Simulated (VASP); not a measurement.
# InAs (F-43m) in VASP: further runs

Aim: see how the results for InAs move with the level of theory and the settings. Levels: PBE, HSE(alpha, omega). Tasks: single point.

All numbers are computed with VASP 6.6.1; they aren't measurements. Logs are shortened: lines on timing, memory, paths and dates and some standing lists are left out, and cuts for length are marked.

**Experimental background.**

A printed reference work, data compilation reports, for a bulk crystal of InAs at 4.2 K: band gap 0.418 eV (direct).

The runs below are set against these values where they give the same quantity.

## Step 1: Starting point

Symmetry: F-43m, No. 216, cubic system. The conventional cell has a = 6.036 Å, b = 6.036 Å, c = 6.036 Å, α = 90.00°, β = 90.00°, γ = 90.00°. Around In (site symmetry -43m) lie 4 As at 2.61 Å. As (site symmetry -43m) is surrounded by 4 In at 2.61 Å.

## Step 2: Single point, PBE

Input file INCAR:

```
ALGO     = Fast           # electronic algorithm
EDIFF    = 1E-6           # SCF threshold, eV
ENCUT    = 550            # plane-wave cutoff, eV
GGA      = PE             # functional
ISIF     = 2              # what is computed and relaxed
ISMEAR   = 0              # smearing method
LASPH    = True           # aspherical terms in the spheres
LCHARG   = True           # write CHGCAR
LELF     = True           # ELF
LREAL    = False          # projectors in reciprocal space
LVHAR    = True         
LWAVE    = False          # write WAVECAR
NBANDS   = 16             # bands
NELM     = 60             # most SCF steps
PREC     = Accurate       # precision mode
SIGMA    = 0.1            # smearing width, eV
```

Input file KPOINTS:

```
k-points
0
Gamma
  8 8 8
```

Input file POSCAR:

```
InAs
1.0
    0.0000000000      3.0180000000      3.0180000000
    3.0180000000      0.0000000000      3.0180000000
    3.0180000000      3.0180000000      0.0000000000
In As
1 1
Direct
    0.0000000000      0.0000000000      0.0000000000
    0.7500000000      0.7500000000      0.7500000000
```

Potentials or basis: VASP PAW PBE potentials, release 64 (In_d_GW, As_GW).

The run is started by

```bash
$ cat potpaw_PBE.64/In_d_GW/POTCAR potpaw_PBE.64/As_GW/POTCAR > POTCAR
$ mpirun -np 1 vasp_std > vasp.out
```

OUTCAR:

```text
EDIFF = 1E-6
   ENCUT = 550
   GGA = PE
   ISIF = 2
   ISMEAR = 0
   LASPH = True
   LREAL = False
   NELM = 60
   PREC = Accurate

 ion  position               nearest neighbor table
   1  0.000  0.000  0.000-   2 2.61   2 2.61   2 2.61   2 2.61
   2  0.750  0.750  0.750-   1 2.61   1 2.61   1 2.61   1 2.61

  LATTYP: Found a face centered cubic cell.
 ALAT       =     6.0360000000

  Lattice vectors:

 A1 = (   0.0000000000,   3.0180000000,   3.0180000000)
 A2 = (   3.0180000000,   0.0000000000,   3.0180000000)
 A3 = (   3.0180000000,   3.0180000000,   0.0000000000)

Analysis of symmetry for initial positions (statically):
=====================================================================
 Subroutine PRICEL returns:
 Original cell was already a primitive cell.

 Routine SETGRP: Setting up the symmetry group for a
 face centered cubic supercell.

 Subroutine GETGRP returns: Found 24 space group operations
 (whereof 24 operations were pure point group operations)
 out of a pool of 48 trial point group operations.

The static configuration has the point symmetry T_d .

Analysis of symmetry for dynamics (positions and initial velocities):
=====================================================================
 Subroutine PRICEL returns:
 Original cell was already a primitive cell.

 Routine SETGRP: Setting up the symmetry group for a
 face centered cubic supercell.

 Subroutine GETGRP returns: Found 24 space group operations
 (whereof 24 operations were pure point group operations)
 out of a pool of 48 trial point group operations.

The dynamic configuration has the point symmetry T_d .

 Subroutine INISYM returns: Found 24 space group operations
 (whereof 24 operations are pure point group operations),
 and found     1 'primitive' translations

----------------------------------------------------------------------------------------

                                     Primitive cell

  volume of cell :      54.9778

  direct lattice vectors                    reciprocal lattice vectors
     0.000000000  3.018000000  3.018000000    -0.165672631  0.165672631  0.165672631
     3.018000000  0.000000000  3.018000000     0.165672631 -0.165672631  0.165672631
     3.018000000  3.018000000  0.000000000     0.165672631  0.165672631 -0.165672631

  length of vectors
     4.268096531  4.268096531  4.268096531     0.286953414  0.286953414  0.286953414

  position of ions in fractional coordinates (direct lattice)
[... 83 lines left out ...]
   EDIFF  = 0.1E-05   stopping-criterion for ELM
   LREAL  =      F    real-space projection
   EDIFFG = 0.1E-04   stopping-criterion for IOM
   NSW    =      0    number of steps for IOM
   IBRION =     -1    ionic relax: 0-MD 1-quasi-New 2-CG
   NFREE  =      0    steps in history (QN), initial steepest desc. (CG)
   ISIF   =      2    stress and relaxation
   ISYM   =      2    0-nonsym 1-usesym 2-fastsym
   POTIM  = 0.5000    time-step for ionic-motion
   TEBEG  =    0.0;   TEEND  =   0.0 temperature during run
   PSTRESS=    0.0 pullay stress
   NELECT =      18.0000    total number of electrons
   NUPDOWN=      -1.0000    fix difference up-down
   EMIN   =  10.00;   EMAX   =-10.00  energy-range for DOS
   EFERMI =   0.00;   METHOD = LEGACY
   ISMEAR =     0;   SIGMA  =   0.10  broadening in eV -4-tet -1-fermi 0-gaus
   EFERMI_NEDOS =   21; number of points for ismear=-14 and -15
   IALGO  =     68    algorithm
   IMIX   =      4    mixing-type and parameters
     AMIX     =   0.40;   BMIX     =  1.00
     AMIX_MAG =   1.60;   BMIX_MAG =  1.00
  volume/ion in A,a.u.               =      27.49       185.50
  Fermi-wavevector in a.u.,A,eV,Ry     =   1.128331  2.132236 17.321990  1.273130
  Thomas-Fermi vector in A             =   2.265020
   LORBIT       =      0    0 simple, 1 ext, 2 COOP (PROOUT), +10 PAW based schemes
   GGA     = PE    functional components
   LHFCALC =     F    Hartree Fock is set to
   AEXX    =    0.0000 exact exchange contribution
   IVDW    =     0    specifies the selected vdW correction
   LEPSILON=     F    determine dielectric tensor
   LRPA    =     F    only Hartree local field effects (RPA)
 non-spin polarized calculation
 RMM-DIIS sequential band-by-band and
 Gauss-broadening in eV      SIGMA  =   0.10
  energy-cutoff  :      550.00
  volume of cell :       54.98
 maximum number of plane-waves:      1639
 NGX is ok and might be reduce to    36
   NGX = 17   NGY = 17   NGZ = 17

 number of electron      18.0000003 magnetization

 Free energy of the ion-electron system (eV)
  ---------------------------------------------------
  ext. energy  EPLUGINS =         0.00000000
  ---------------------------------------------------
  free energy    TOTEN  =        -7.67516552 eV

  energy without entropy =       -7.67485276  energy(sigma->0) =       -7.67500914

 E-fermi :   3.5746     XC(G=0):  -9.1267

 val. band max:        3.5432254323   @ k =   0.0000   0.0000   0.0000
 cond. band min:       4.5069677524   @ k =   0.5000   0.0000   0.0000
 fundamental gap:      0.9637423202
 Fermi energy:         3.5745757614

 k-point     1 :       0.0000    0.0000    0.0000
  band No.  band energies     occupation
      1     -10.8746      2.00000
      2     -10.8746      2.00000
      3     -10.8746      2.00000
      4     -10.7467      2.00000
      5     -10.7467      2.00000
      6      -8.3553      2.00000
[... 528 lines left out ...]
      3     -10.7988      2.00000
      4     -10.7626      2.00000
      5     -10.7380      2.00000
      6      -6.2690      2.00000
[... 8 lines left out ...]
     15      15.2658      0.00000
     16      15.5894      0.00000

------------------------ aborting loop because EDIFF is reached ----------------------------------------

  FORCE on cell =-STRESS in cart. coord.  units (eV):
  Direction    XX          YY          ZZ          XY          YZ          ZX
  --------------------------------------------------------------------------------------
  -------------------------------------------------------------------------------------
  Total        1.4428819      1.4428819      1.4428819      0.0000000      0.0000000     -0.0000000
  in kB       42.0488056     42.0488056     42.0488056      0.0000000      0.0000000     -0.0000000
  external PRESSURE =      42.0488056 kB  Pullay stress =       0.0000000 kB

 VOLUME and BASIS-vectors are now :
 -----------------------------------------------------------------------------
  energy-cutoff  :      550.00
  volume of cell :       54.98
      direct lattice vectors                 reciprocal lattice vectors
     0.000000000  3.018000000  3.018000000    -0.165672631  0.165672631  0.165672631
     3.018000000  0.000000000  3.018000000     0.165672631 -0.165672631  0.165672631
     3.018000000  3.018000000  0.000000000     0.165672631  0.165672631 -0.165672631

 POSITION                                       TOTAL-FORCE (eV/Angst)
 -----------------------------------------------------------------------------------
      0.00000      0.00000      0.00000         0.000000      0.000000      0.000000
      4.52700      4.52700      4.52700        -0.000000     -0.000000     -0.000000
 -----------------------------------------------------------------------------------
    total drift:                                0.000000      0.000000      0.000000

  FREE ENERGIE OF THE ION-ELECTRON SYSTEM (eV)
  ---------------------------------------------------
  free  energy   TOTEN  =        -7.6751655207 eV

  energy  without entropy=       -7.6748527626  energy(sigma->0) =       -7.67500914
```

stdout:

```text
POSCAR found type information on POSCAR InAs
 POSCAR found :  2 types and       2 ions
 scaLAPACK will be used
 LDA part: xc-table for (Slater+PW92), standard interpolation
 POSCAR, INCAR and KPOINTS ok, starting setup
 FFT: planning ... GRIDC
 FFT: planning ... GRID_SOFT
 FFT: planning ... GRID
 WAVECAR not read
 entering main loop
WARNING in EDDRMM: call to ZHEGV failed, returncode =   6  3     10
WARNING in EDDRMM: call to ZHEGV failed, returncode =   6  3     10
```

Wall time 74 s (1 thread of Intel Xeon Platinum 8488C (Sapphire Rapids), shared host); peak memory 0.23 GiB.

Results:

| Item | Value |
| --- | --- |
| Free energy | -7.6752 eV |
| Pressure | 4.2 GPa |
| Band gap on the k mesh | none (metal or under the smearing width) |

Caveat: this crystal is a semiconductor, whose small gap the functional closes, so the metal is an error of the method.

## Step 3: Single point, PBE

Input file run.py:

```python
from ase.calculators.vasp import Vasp
from ase.dft.bandgap import bandgap
from ase.io import read

atoms = read('InAs.xyz')
calc = Vasp(
    directory='calc',
    xc='pbe',
    pp='PBE',
    setups='gw',
    prec='Accurate',
    encut=550,
    ediff=1e-07,
    ismear=0,
    sigma=0.1,
    lreal=False,
    lasph=True,
    nelm=80,
    algo='Normal',
    isif=2,
    lwave=False,
    lcharg=True,
    lelf=True,
    lvhar=True,
    kpts=[8, 8, 8],
    gamma=True,
    nbands=16,
)
atoms.calc = calc

print('energy (eV):', atoms.get_potential_energy())
print('free energy (eV):', atoms.get_potential_energy(force_consistent=True))
print('forces (eV/A):')
print(atoms.get_forces())
print('stress (eV/A^3, Voigt):', atoms.get_stress())
print('Fermi level (eV):', calc.get_fermi_level())
gap, top, bottom = bandgap(calc)
print('band gap (eV):', gap, 'from (spin, k, band)', top, 'to', bottom)
```

Input file InAs.xyz:

```xyz
2
Lattice="0.0000000000 3.0180000000 3.0180000000 3.0180000000 0.0000000000 3.0180000000 3.0180000000 3.0180000000 0.0000000000" Properties=species:S:1:pos:R:3 pbc="T T T"
In     0.0000000000      0.0000000000      0.0000000000
As     4.5270000000      4.5270000000      4.5270000000
```

Potentials or basis: VASP PAW PBE potentials, release 64 (In_d_GW, As_GW).

The run is started by

```bash
$ python run.py
```

It took 44 s on 1 thread of Intel Xeon Platinum 8488C (Sapphire Rapids), shared host; peak memory 0.22 GiB.

Results (log left out):

```
Free energy            : -7.6752 eV
Pressure               : 4.3 GPa
Band gap on the k mesh : none (metal or under the smearing width)
```

Levels at points of the mesh, in eV from the Fermi level:
| k point | band 6 | band 7 | band 8 | band 9 | band 10 | band 11 | band 12 | band 13 |
| --- | --- | --- | --- | --- | --- | --- | --- | --- |
| (0.00, 0.00, 0.00) | -11.93 | -0.21 | -0.03 | -0.03 | -0.03 | 3.88 | 3.88 | 3.88 |
| (0.50, 0.00, 0.00) | -10.44 | -5.82 | -1.03 | -1.03 | 0.93 | 4.65 | 4.65 | 6.83 |
| (0.50, 0.50, 0.00) | -9.90 | -5.89 | -2.37 | -2.37 | 1.51 | 2.03 | 9.18 | 9.27 |

Caveat: this crystal is a semiconductor, whose small gap the functional closes, so the metal is an error of the method.

## Step 4: Single point, HSE(alpha, omega)

POSCAR is that of step 2.

Input file INCAR.step1:

```
SYSTEM = InAs
ALGO     = Normal         ! electronic algorithm
EDIFF    = 1E-5           ! SCF threshold, eV
ENCUT    = 520            ! plane-wave cutoff, eV
GGA      = PE             ! functional
ISIF     = 2              ! what is computed and relaxed
ISMEAR   = -1             ! smearing method
LASPH    = .TRUE.         ! aspherical terms in the spheres
LCHARG   = .FALSE.        ! write CHGCAR
LREAL    = .FALSE.        ! projectors in reciprocal space
LWAVE    = .TRUE.         ! write WAVECAR
NELM     = 80             ! most SCF steps
PREC     = Accurate       ! precision mode
SIGMA    = 0.05           ! smearing width, eV
```

Input file INCAR.step2:

```
SYSTEM = InAs
AEXX     = 0.25           ! exact-exchange fraction
ALGO     = Normal         ! electronic algorithm
EDIFF    = 1E-6           ! SCF threshold, eV
ENCUT    = 520            ! plane-wave cutoff, eV
GGA      = PE             ! functional
HFSCREEN = 0.1            ! screening, 1/A
ISIF     = 2              ! what is computed and relaxed
ISMEAR   = -1             ! smearing method
ISTART   = 1            
LASPH    = .TRUE.         ! aspherical terms in the spheres
LCHARG   = .FALSE.        ! write CHGCAR
LHFCALC  = .TRUE.         ! exact exchange
LREAL    = .FALSE.        ! projectors in reciprocal space
LWAVE    = .FALSE.        ! write WAVECAR
NELM     = 80             ! most SCF steps
PREC     = Accurate       ! precision mode
PRECFOCK = Fast         
SIGMA    = 0.05           ! smearing width, eV
```

Input file KPOINTS:

```
k-points
0
G
  4 4 4
  0 0 0
```

Potentials or basis: VASP PAW PBE potentials, release 64 (In_d, As).

The run is started by

```bash
$ cat potpaw_PBE.64/In_d/POTCAR potpaw_PBE.64/As/POTCAR > POTCAR
$ cp INCAR.step1 INCAR
$ mpirun -np 1 vasp_std > vasp.out
$ cp INCAR.step2 INCAR
$ mpirun -np 1 vasp_std > vasp.out
```

Run time: 2.5 min. Hardware: 1 thread of Intel Xeon Platinum 8488C (Sapphire Rapids), shared host; peak memory 0.27 GiB.

It converged, with:

```
Free energy            : -9.5514 eV
Pressure               : 1.9 GPa
Band gap on the k mesh : 0.92 eV, direct
```

Levels at points of the mesh, in eV from the valence-band top:
```csv
k point,band 7,band 8,band 9,band 10,band 11,band 12
"(0.00, 0.00, 0.00)",0.00,0.00,0.00,0.92,5.01,5.01
"(0.50, 0.00, 0.00)",-6.34,-1.09,-1.09,2.01,5.80,5.80
"(0.50, 0.50, 0.00)",-6.39,-2.57,-2.57,2.43,3.06,10.73
```

Caveat: the k mesh is coarse (spacing up to 0.45 Å⁻¹), so the values aren't converged, least of all with exact exchange; the PAW data sets were made with another functional, which shifts forces and pressure a little; spin-orbit coupling is left out, which moves the levels of the heavy elements.

## Step 5: For comparison

An earlier run on the cell as given: functional PBE; potentials or basis VASP PAW PBE potentials, release 64 (In_d, As); cutoff 520 eV; k mesh 8 × 8 × 8; occupations fermi-dirac, width 0.05 eV; no spin polarisation.

* Pressure: 4.4 GPa
* Band gap on the k mesh: none (metal or under the smearing width)

## Step 6: The runs side by side

| level | potentials or basis | k mesh | cutoff (eV) | smearing | screening parameter | grid for exact exchange (PRECFOCK) | mesh quality | gap on the mesh (eV) | pressure (GPa) |
| --- | --- | --- | --- | --- | --- | --- | --- | --- | --- |
| PBE | VASP PAW PBE potentials, release 64 (In_d_GW, As_GW) | 8 × 8 × 8 | 550 | gaussian 0.1 eV | - | - | not flagged | none | 4.3 |
| HSE(alpha, omega) | VASP PAW PBE potentials, release 64 (In_d, As) | 4 × 4 × 4 | 520 | fermi-dirac 0.05 eV | 0.1 | Fast | coarse | 0.92 | 1.9 |
| PBE | VASP PAW PBE potentials, release 64 (In_d, As) | 8 × 8 × 8 | 520 | fermi-dirac 0.05 eV | - | - | not flagged | none | 4.4 |

Alike in all rows: task single point; no spin polarisation; cell as given.

Caveats: some runs use coarse meshes; this crystal is a semiconductor, whose small gap the functional closes, so the metal is an error of the method (some runs); the PAW data sets were made with another functional, which shifts forces and pressure a little (some runs); spin-orbit coupling is left out, which moves the levels of the heavy elements (some runs).

Absolute energies hang on the potentials; compare differences alone.

## Step 7: Comparison with measurements

Step 2. Measured gap of InAs: 0.418 eV (direct; 4.2 K; a printed reference work, data compilation). This calculation gives 0.00 eV (-0.42 eV). Spin-orbit coupling on As, In is left out. The value is that of PBE on a finite k mesh, which can miss the band edges, without temperature or zero-point motion. Semilocal functionals fall short of measured gaps as a rule.

Step 3. Measured gap of InAs: 0.418 eV (direct; 4.2 K; a printed reference work, data compilation). This calculation gives 0.00 eV (-0.42 eV). Spin-orbit coupling on As, In is left out. The value is that of PBE on a finite k mesh, which can miss the band edges, without temperature or zero-point motion. Semilocal functionals fall short of measured gaps as a rule.
